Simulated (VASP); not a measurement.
# HfB (Fm-3m) in VASP: notebook

One crystal, HfB, is run at these levels: PBEsol, PBE+D3(BJ); tasks: phonons, elastic constants, equation of state.

Everything below comes from runs of VASP 6.6.1. Logs are shortened: lines on timing, memory, paths and dates and some standing lists are left out, and cuts for length are marked.

### Step 1. The structure

It takes space group Fm-3m (No. 225, cubic). The conventional cell has a = 4.620 Å, b = 4.620 Å, c = 4.620 Å, α = 90.00°, β = 90.00°, γ = 90.00°. Hf (site symmetry m-3m) is surrounded by 6 B at 2.31 Å. Around B (site symmetry m-3m) lie 6 Hf at 2.31 Å.

### Step 2. Phonons, PBEsol

Contents of POSCAR:

```
HfB
1.0
    0.0000000000      2.3100000000      2.3100000000
    2.3100000000      0.0000000000      2.3100000000
    2.3100000000      2.3100000000      0.0000000000
Hf B
1 1
Direct
    0.5000000000      0.5000000000      0.5000000000
    0.0000000000      0.0000000000      0.0000000000
```

Contents of INCAR.step1:

```
SYSTEM = HfB
PREC = Accurate ; ENCUT = 600
EDIFF = 1E-8 ; ISMEAR = 0
SIGMA = 0.02 ; LREAL = .FALSE.
LASPH = .TRUE. ; NELM = 100
ALGO = Normal ; ISIF = 3
LWAVE = .FALSE. ; LCHARG = .FALSE.
GGA = PS ; IBRION = 2
NSW = 40 ; EDIFFG = -0.002
```

Contents of INCAR.step2:

```
SYSTEM = HfB
PREC = Accurate ; ENCUT = 600
EDIFF = 1E-8 ; ISMEAR = 0
SIGMA = 0.02 ; LREAL = .FALSE.
LASPH = .TRUE. ; NELM = 100
ALGO = Normal ; ISIF = 2
LWAVE = .FALSE. ; LCHARG = .FALSE.
GGA = PS ; IBRION = 8
NSW = 1
```

Contents of KPOINTS:

```
regular mesh
0
G
  7 7 7
  0 0 0
```

Potentials or basis: VASP PAW PBE potentials, release 64 (Hf_pv, B).

Started as:

```sh
cat potpaw_PBE.64/Hf_pv/POTCAR potpaw_PBE.64/B/POTCAR > POTCAR
cp INCAR.step1 INCAR
mpirun -np 1 vasp_std > vasp.out
cp CONTCAR POSCAR
cp INCAR.step2 INCAR
mpirun -np 1 vasp_std > vasp.out
```

OUTCAR:

```text
SYSTEM = HfB
   PREC = Accurate
   ENCUT = 600
   EDIFF = 1E-8
   ISMEAR = 0
   LREAL = .FALSE.
   LASPH = .TRUE.
   NELM = 100
   ISIF = 2
   GGA = PS
   IBRION = 8
   NSW = 1

 ion  position               nearest neighbor table
   1  0.500  0.500  0.500-   2 2.40   2 2.40   2 2.40   2 2.40   2 2.40   2 2.40
   2  0.000  0.000  0.000-   1 2.40   1 2.40   1 2.40   1 2.40   1 2.40   1 2.40

  LATTYP: Found a face centered cubic cell.
 ALAT       =     4.7913743780

  Lattice vectors:

 A1 = (   0.0000000000,   2.3956871890,   2.3956871890)
 A2 = (   2.3956871890,   0.0000000000,   2.3956871890)
 A3 = (   2.3956871890,   2.3956871890,   0.0000000000)

Analysis of symmetry for initial positions (statically):
=====================================================================
 Subroutine PRICEL returns:
 Original cell was already a primitive cell.

 Routine SETGRP: Setting up the symmetry group for a
 face centered cubic supercell.

 Subroutine GETGRP returns: Found 48 space group operations
 (whereof 48 operations were pure point group operations)
 out of a pool of 48 trial point group operations.

The static configuration has the point symmetry O_h .

Analysis of symmetry for dynamics (positions and initial velocities):
=====================================================================
 Subroutine PRICEL returns:
 Original cell was already a primitive cell.

 Routine SETGRP: Setting up the symmetry group for a
 face centered cubic supercell.

 Subroutine GETGRP returns: Found 48 space group operations
 (whereof 48 operations were pure point group operations)
 out of a pool of 48 trial point group operations.

The dynamic configuration has the point symmetry O_h .

 Subroutine INISYM returns: Found 48 space group operations
 (whereof 48 operations are pure point group operations),
 and found     1 'primitive' translations

----------------------------------------------------------------------------------------

                                     Primitive cell

  volume of cell :      27.4992

  direct lattice vectors                    reciprocal lattice vectors
     0.000000000  2.395687189  2.395687189    -0.208708383  0.208708383  0.208708383
     2.395687189  0.000000000  2.395687189     0.208708383 -0.208708383  0.208708383
     2.395687189  2.395687189  0.000000000     0.208708383  0.208708383 -0.208708383

  length of vectors
     3.388013314  3.388013314  3.388013314     0.361493524  0.361493524  0.361493524

  position of ions in fractional coordinates (direct lattice)
     0.500000000  0.500000000  0.500000000
     0.000000000  0.000000000  0.000000000

  ion indices of the primitive-cell ions
   primitive index   ion index
                 1           1
                 2           2

----------------------------------------------------------------------------------------

 KPOINTS: regular mesh

Automatic generation of k-mesh.
 Grid dimensions read from file:
 generate k-points for:    7    7    7

 Generating k-lattice:

  Cartesian coordinates                     Fractional coordinates (reciprocal lattice)
    -0.029815483  0.029815483  0.029815483     0.142857143  0.000000000  0.000000000
     0.029815483 -0.029815483  0.029815483     0.000000000  0.142857143  0.000000000
     0.029815483  0.029815483 -0.029815483     0.000000000  0.000000000  0.142857143

  Length of vectors
     0.051641932  0.051641932  0.051641932

  Shift w.r.t. Gamma in fractional coordinates (k-lattice)
     0.000000000  0.000000000  0.000000000

 Subroutine IBZKPT returns following result:
 ===========================================

 Found     20 irreducible k-points:

 Following reciprocal coordinates:
            Coordinates               Weight
  0.000000  0.000000  0.000000      1.000000
  0.142857  0.000000  0.000000      8.000000
  0.285714  0.000000  0.000000      8.000000
  0.428571  0.000000  0.000000      8.000000
  0.142857  0.142857  0.000000      6.000000
  0.285714  0.142857  0.000000     24.000000
[... 12 lines left out ...]
[... 41 lines left out ...]
 -----------------------------------------------------------------------------
  energy-cutoff  :      600.00
  volume of cell :       27.50
      direct lattice vectors                 reciprocal lattice vectors
     0.000000000  2.395687189  2.395687189    -0.208708383  0.208708383  0.208708383
     2.395687189  0.000000000  2.395687189     0.208708383 -0.208708383  0.208708383
     2.395687189  2.395687189  0.000000000     0.208708383  0.208708383 -0.208708383

 POSITION                                       TOTAL-FORCE (eV/Angst)
 -----------------------------------------------------------------------------------
      2.39569      2.39569      2.39569         0.000000     -0.000000     -0.000000
      0.00000      0.00000      0.00000        -0.000000      0.000000      0.000000
 -----------------------------------------------------------------------------------
    total drift:                                0.000000      0.000000      0.000000

  FREE ENERGIE OF THE ION-ELECTRON SYSTEM (eV)
  ---------------------------------------------------
  free  energy   TOTEN  =       -18.3847847075 eV

  energy  without entropy=      -18.3846455061  energy(sigma->0) =      -18.38471511

[... ionic steps 2 to 3 ...]

--------------------------------------- Ionic step        4  -------------------------------------------

------------------------ aborting loop because EDIFF is reached ----------------------------------------

[... ionic steps 5 to 6 ...]

--------------------------------------- Ionic step        7  -------------------------------------------

 Free energy of the ion-electron system (eV)
  ---------------------------------------------------
  ---------------------------------------------------
  free energy    TOTEN  =        -0.04156305 eV

  energy without entropy =       -0.04156305

------------------------ aborting loop because EDIFF is reached ----------------------------------------

 INTERNAL STRAIN TENSOR  FOR ION    2  DIRECTION 1   (eV/Angst):
 -----------------------------------------------------------------------------
    -0.00730 -0.00000  0.00000
    -0.00000 -0.00039 -0.00000
    -0.00000 -0.00000 -0.00039

 INTERNAL STRAIN TENSOR FOR ION    2 for displacements in x,y,z  (eV/Angst):
          X           Y           Z          XY          YZ          ZX
  --------------------------------------------------------------------------------
  x     0.00000     0.00000     0.00000     0.00000     0.00000     0.00000
  y     0.00000     0.00000     0.00000     0.00000     0.00000     0.00000
  z     0.00000     0.00000     0.00000     0.00000     0.00000     0.00000

 SECOND DERIVATIVES (NOT SYMMETRIZED)
 ------------------------------------
               1X          1Y          1Z          2X          2Y          2Z
  1X    -8.244769    0.000000    0.000000    8.244769    0.000000    0.000000
  1Y     0.000000   -8.244769    0.000000    0.000000    8.244769    0.000000
  1Z     0.000000    0.000000   -8.244769    0.000000    0.000000    8.244769
  2X     8.246541    0.000000    0.000000   -8.246541    0.000000    0.000000
  2Y     0.000000    8.246541    0.000000    0.000000   -8.246541    0.000000
  2Z     0.000000    0.000000    8.246541    0.000000    0.000000   -8.246541

 Eigenvectors and eigenvalues of the dynamical matrix
 ----------------------------------------------------

   1 f  =   14.061140 THz    88.348751 2PiTHz  469.029156 cm-1    58.152178 meV
             X         Y         Z           dx          dy          dz
      2.395687  2.395687  2.395687     0.000000   -0.238953    0.000000
      0.000000  0.000000  0.000000     0.000000    0.971031   -0.000000
[... 21 lines left out ...]
   6 f/i=    0.000351 THz     0.002203 2PiTHz    0.011696 cm-1     0.001450 meV
             X         Y         Z           dx          dy          dz
      2.395687  2.395687  2.395687     0.011325    0.194005    0.951386
      0.000000  0.000000  0.000000     0.002787    0.047741    0.234119

--------------------------------------------------------------------------------------------------------

 ELASTIC MODULI CONTR FROM IONIC RELAXATION (kBar)
 Direction    XX          YY          ZZ          XY          YZ          ZX
 --------------------------------------------------------------------------------
 XX           0.0000      0.0000      0.0000      0.0000      0.0000      0.0000
 YY           0.0000      0.0000      0.0000      0.0000      0.0000      0.0000
 ZZ           0.0000      0.0000      0.0000      0.0000      0.0000      0.0000
 XY           0.0000      0.0000      0.0000      0.0000      0.0000      0.0000
 YZ           0.0000      0.0000      0.0000      0.0000      0.0000      0.0000
 ZX           0.0000      0.0000      0.0000      0.0000      0.0000      0.0000
 --------------------------------------------------------------------------------
```

It took 77 s on 1 thread of AMD EPYC 9R45 (Zen 5), shared host; peak memory 0.16 GiB.

Results:

| Property | Result |
| --- | --- |
| Relaxed volume | 13.75 Å³/atom |
| Relaxed cell | a = 3.388 Å, b = 3.388 Å, c = 3.388 Å, α = 60.00°, β = 60.00°, γ = 60.00° |
| Space group after relaxing (to 0.05 Å) | Fm-3m (No. 225) |
| Highest phonon frequency at Γ, LO-TO splitting left out | 469 cm⁻¹ |

The path:
```csv
step,energy change (eV),largest force (eV/Å),pressure (GPa),volume (Å³)
1,0.0000,0.0000,24.37,24.65
2,0.1234,0.0000,-20.18,31.97
3,-0.1967,0.0000,-0.60,27.59
4,-0.1969,0.0000,-0.06,27.51
5,-0.1968,0.0000,0.33,27.45
6,-0.1968,0.0000,0.32,27.45
7,-0.1968,0.0000,0.29,27.46
8,-0.1968,0.0000,0.29,27.46
9,-0.1968,0.0000,0.29,27.46
10,-0.1968,0.0000,0.29,27.46
11,-0.1968,0.0000,0.29,27.46
12,-0.1968,0.0000,0.28,27.46
13,-0.1968,0.0000,0.27,27.46
14,-0.1968,0.0000,0.24,27.46
15,-0.1968,0.0000,0.19,27.47
16,-0.1969,0.0000,0.08,27.49
17,-0.1968,0.0000,-0.13,27.52
18,-0.1969,0.0000,0.00,27.50
```

Final structure:
```cif
data_structure
_symmetry_space_group_name_H-M 'P 1'
_symmetry_Int_Tables_number 1
_cell_length_a 3.3880
_cell_length_b 3.3880
_cell_length_c 3.3880
_cell_angle_alpha 60.000
_cell_angle_beta 60.000
_cell_angle_gamma 60.000
_cell_volume 27.50
loop_
_atom_site_label
_atom_site_type_symbol
_atom_site_fract_x
_atom_site_fract_y
_atom_site_fract_z
_atom_site_occupancy
Hf1 Hf 0.50000 0.50000 0.50000 1
B1 B 0.00000 0.00000 0.00000 1
```

Phonon frequencies in cm⁻¹ (negative: imaginary):
```tsv
q point	frequencies
(0.000, 0.000, 0.000)	0 0 0 469 469 469
```

Caveat: the PAW data sets were made with another functional, which shifts forces and pressure a little. Spin-orbit coupling is left out, which matters for the levels of Hf.

[end of part 1 of 2]
